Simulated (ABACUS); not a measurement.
Crystal: InP.

```
CELL_PARAMETERS angstrom
0.00000 2.93050 2.93050
2.93050 0.00000 2.93050
2.93050 2.93050 0.00000
ATOMIC_POSITIONS crystal
In 0.00000 0.00000 0.00000
P 0.75000 0.75000 0.75000
```

Base run:

| Quantity | Value |
| --- | --- |
| Program | ABACUS 3.10.1 |
| Functional | PBE |
| Potentials or basis | PseudoDojo NC SR 0.4.1 PBE standard |
| Cutoff | 1361 eV |
| Density cutoff | 5442 eV |
| Basis | DZP LCAO (the cutoffs set its grid) |
| k mesh | 8 × 8 × 8 |
| Occupations | fermi-dirac, width 0.05 eV |
| Spin | no spin polarisation |

Its results: band gap on the k mesh 0.95 eV, direct; pressure 4.1 GPa.

The run is repeated on the same cell with these changes: basis from DZP LCAO (the cutoffs set its grid) to TZDP LCAO (the cutoffs set its grid); orbital files from In In_confined-atom_8au_2s2p2d.orb, P P_confined-atom_7au_2s2p1d.orb to In In_confined-atom_8au_3s3p3d1f.orb, P P_confined-atom_7au_3s3p2d1f.orb. What comes out?

Band gap on the k mesh 0.84 eV, direct; pressure 3.7 GPa.

Caveats: the atomic orbitals were generated for these runs and aren't a published set; spin-orbit coupling is left out, which moves the levels of the heavy elements; the basis of atomic orbitals isn't converged, which shifts pressures, moduli and gaps.

